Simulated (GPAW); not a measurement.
Runs of GPAW 26.7.0 on AlN. It takes space group F-43m (No. 216, cubic). The conventional cell has a = 4.368 Å, b = 4.368 Å, c = 4.368 Å, α = 90.00°, β = 90.00°, γ = 90.00°. Al (site symmetry -43m) has 4 N at 1.89 Å as nearest neighbours. N (site symmetry -43m) has 4 Al at 1.89 Å as nearest neighbours. Measurements of this composition are mostly on another form, of space group No. 186.

```csv
task,level,cell,k mesh,cutoff (eV),smearing,maxiter,exx fraction,eps inf used,convergence,supercell,other keys,mesh quality,gap on the mesh (eV)
hybrid scf,r2SCAN50,as given,5 × 5 × 5,650,fermi-dirac 0.05 eV,60,0.5,-,-,-,"several, not listed",coarse,(a)
one-shot levels on a semilocal density,r2SCAN,as given,7 × 7 × 7,650,fermi-dirac 0.001 eV,150,-,4.334,-,-,-,not flagged,4.29
hybrid scf,r2SCAN-EpsX,as given,5 × 5 × 5,650,fermi-dirac 0.001 eV,40,0.231,4.334,-,-,-,coarse,6.21
phonons,mBEEF,atoms relaxed,10 × 10 × 10,680,fermi-dirac 0.15 eV,80,-,-,density=1e-06 eigenstates=1e-09,1 × 1 × 1,"several, not listed",not flagged,4.11
```

Alike in all rows: potentials or basis GPAW PAW data sets (gpaw-data 1.2.1), pw; no spin polarisation.

Task: Estimate the missing entries.

Result: (a) 8.16.

Caveats: some runs use coarse meshes; an odd mesh through Γ misses points on the zone boundary, where band edges often lie (some runs); the scaled meta-GGA exchange is a class typed in the script (some runs); energy and the plain gap are those of the semilocal run (some runs); the hybrids' values are one shot on its orbitals and mesh (some runs); the LO-TO splitting is left out (some runs).

Runs at the PBE level aren't shown here.
